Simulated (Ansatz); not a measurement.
**ZnO (zincite) under changes of volume**

One of the cells (11.900 Å³/atom); the others are scaled copies at fixed shape and fractional positions:

```
Zn O
1.0
     3.24931    0.00000    0.00000
    -1.62465    2.81398    0.00000
     0.00000    0.00000    5.20571
Zn O
2 2
Direct
  0.66667 0.33333 0.00000
  0.33333 0.66667 0.50000
  0.33333 0.66667 0.87901
  0.66667 0.33333 0.37901
```

```yaml
Program: Ansatz 0.2.0
Functional: PBE
Potentials_or_basis: PseudoDojo stringent (PBE files)
Cutoff: 1252 eV
Density_cutoff: 5007 eV
k_mesh: 9 × 9 × 5
Occupations: fermi-dirac, width 0.05 eV
Spin: no spin polarisation
```

```csv
volume (Å³/atom),energy over the lowest point (meV/atom),pressure (GPa),gap on the mesh (eV),largest force (eV/Å)
11.186,?,?,?,?
11.424,27.93,11.1,0.93,0.085
11.662,14.03,7.6,0.90,0.078
11.900,5.06,4.5,0.87,0.070
12.138,0.53,1.7,0.83,0.063
12.376,0.00,-0.9,0.80,0.057
12.614,3.06,-3.2,0.77,0.050
```

Problem. What does the run at 11.186 Å³/atom give?

Solution. Energy over the lowest point 47.34 meV/atom; pressure 15.0 GPa; gap on the mesh 0.96 eV; largest force 0.094 eV/Å.

Worked out: A Birch-Murnaghan fit of order 3 (a polynomial in V^(-2/3)) to the other rows has its minimum at 12.29 Å³/atom with B0 = V·E''(V) = 130 GPa and B' = 4.4 at fixed shape and positions, which overstates the stiffness. It gives 47.32 meV/atom at 11.186 Å³/atom, against the run's 47.34, and -dE/dV = 15.0 GPa, against 15.0. A straight line through the other rows of the gap, of slope -1.64 eV per unit of ln V (its deformation potential), extrapolates to 0.97 eV, against the run's 0.96.

Energies are extrapolated to zero smearing.

Caveats: odd divisions of the mesh miss points on the zone boundary, where band edges often lie, so the gap on the mesh can be too wide.
